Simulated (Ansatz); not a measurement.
**Be: squeezing one contact**

The task here is to estimate one member of a computed series from the others.

Program: Ansatz 0.2.0. Level of theory: DFT PBE, with the methods named in each step. These are calculated values, not measurements.

6 further runs of the same task are left out: 4 for a broken database entry, 2 that didn't finish. Runs told in other sessions of the task aren't counted.

### Starting point

The structure is hexagonal, space group P6_3/mmc (No. 194). The conventional cell has a = 2.285 Å, b = 2.285 Å, c = 3.584 Å, α = 90.00°, β = 90.00°, γ = 120.00°. Be (site symmetry -6m2) is surrounded by 12 Be at 2.23 to 2.29 Å.

As a file:

```cif
data_structure
_symmetry_space_group_name_H-M 'P6_3/mmc'
_symmetry_Int_Tables_number 194
_cell_length_a 2.2853
_cell_length_b 2.2853
_cell_length_c 3.5842
_cell_angle_alpha 90.000
_cell_angle_beta 90.000
_cell_angle_gamma 120.000
_cell_volume 16.21
loop_
_atom_site_label
_atom_site_type_symbol
_atom_site_symmetry_multiplicity
_atom_site_Wyckoff_symbol
_atom_site_fract_x
_atom_site_fract_y
_atom_site_fract_z
_atom_site_occupancy
Be1 Be 2 c 0.33333 0.66667 0.25000 1
```

The file gives the conventional cell by its symmetry; the runs use the cell typed in the input.

Atoms are numbered in the order of the input: Be1, Be2.

The first run:

Contents of input.yaml:

```yaml
crystal:
  lattice:
    - [2.2853, 0.0, 0.0]
    - [-1.14265, 1.9791278553, 0.0]
    - [0.0, 0.0, 3.5842]
  atoms:
    - { symbol: Be, position: [0.3333333333, 0.6666666667, 0.25] }
    - { symbol: Be, position: [0.6666666667, 0.3333333333, 0.75] }
kpoints:
  mp_grid: { grid: [15, 15, 8] }
scf:
  occupations: { method: fermi_dirac, width: 0.05 }
hamiltonian:
  xc: pbe
  pseudopotentials: { kind: all_electron, lapw: { basis_error: 0.001 } }
output:
  forces: true
  stress: true
  eigenvalues: true
  populations: true
```

Started as:

```bash
> ansatz run input.yaml --threads 1 --pin off --max-ram 2048MiB --backend cpu --events-out ev --progress --plain --runs-dir out
```

Steps of the session up to this table: The bond as given, LAPW; Shortest bond scaled by 1, norm-conserving; Shortest bond scaled by 0.94, LAPW; Shortest bond scaled by 0.82, LAPW; Shortest bond scaled by 0.76, LAPW.

One table of the session follows, with a row left open; its other results are not shown here.

| method | length (Å) | F from the given length (eV/cell) | force along the bond (eV/Å) | pressure (GPa) | largest force (eV/Å) |
| --- | --- | --- | --- | --- | --- |
| LAPW | 1.691 | 1.122 | 5.194 | 16.21 | 5.260 |
| LAPW | 1.825 | ? | ? | ? | ? |
| LAPW | 2.092 | 0.055 | 0.848 | -1.84 | 0.882 |
| LAPW | 2.225 | 0.000 | 0.000 | -2.95 | 0.000 |
| PAW | 1.691 | 1.123 | 5.196 | 16.26 | 5.263 |
| PAW | 1.825 | 0.569 | 3.230 | 7.50 | 3.295 |
| PAW | 2.092 | 0.055 | 0.849 | -1.82 | 0.883 |
| PAW | 2.225 | 0.000 | 0.000 | -2.92 | 0.000 |
| norm-conserving | 2.225 | 0.000 | 0.000 | -2.70 | 0.000 |

Q: Estimate the row for LAPW, 1.825 from the others.

**Answer.** F from the given length (eV/cell): 0.568; force along the bond (eV/Å): 3.229; pressure (GPa): 7.47; largest force (eV/Å): 3.295. In the column «F from the given length (eV/cell)» it lies between PAW, 2.092 (0.055) and PAW, 1.825 (0.569).

Caveats from the session: Rows by PAW come from runs of the same series that aren't printed here.
